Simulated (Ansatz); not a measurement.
SnO2 (Cassiterite) under changes of volume

One of the cells (11.922 Å³/atom); the others are scaled copies at fixed shape and fractional positions:

```xyz
6
Lattice="4.7380 0.0000 0.0000 0.0000 4.7380 0.0000 0.0000 0.0000 3.1865" Properties=species:S:1:pos:R:3 pbc="T T T"
Sn    2.3690    2.3690    1.5933
Sn    0.0000    0.0000    0.0000
O     3.8240    0.9140    1.5933
O     3.2830    3.2830    0.0000
O     0.9140    3.8240    1.5933
O     1.4550    1.4550    0.0000
```

```yaml
Program: Ansatz 0.2.0
Functional: PBE
Potentials_or_basis: PseudoDojo stringent (PBE files)
Cutoff: 1388 eV
Density_cutoff: 5551 eV
k_mesh: 6 × 6 × 8
Occupations: fermi-dirac, width 0.05 eV
Spin: no spin polarisation
```

```csv
volume (Å³/atom),energy over the lowest point (meV/atom),pressure (GPa),gap on the mesh (eV),largest force (eV/Å)
11.207,?,?,?,?
11.445,69.50,21.5,1.78,0.448
11.684,41.62,16.0,1.52,0.355
11.922,21.50,11.1,1.28,0.268
12.161,8.33,6.7,1.06,0.187
12.399,1.38,2.7,0.84,0.112
12.637,0.00,-0.8,0.63,0.043
```

Question: What does the run at 11.207 Å³/atom give?

Answer: Energy over the lowest point 106.06 meV/atom; pressure 27.7 GPa; gap on the mesh 2.04 eV; largest force 0.549 eV/Å.

Worked out: A Birch-Murnaghan fit of order 3 (a polynomial in V^(-2/3)) to the other rows has its minimum at 12.58 Å³/atom with B0 = V·E''(V) = 182 GPa and B' = 4.7 at fixed shape and positions, which overstates the stiffness. It gives 105.90 meV/atom at 11.207 Å³/atom, against the run's 106.06, and -dE/dV = 27.6 GPa, against 27.7. A straight line through the other rows of the gap, of slope -11.6 eV per unit of ln V (its deformation potential), extrapolates to 2.01 eV, against the run's 2.04.

Energies are extrapolated to zero smearing.

Caveats: spin-orbit coupling is left out, which moves the levels of the heavy elements.
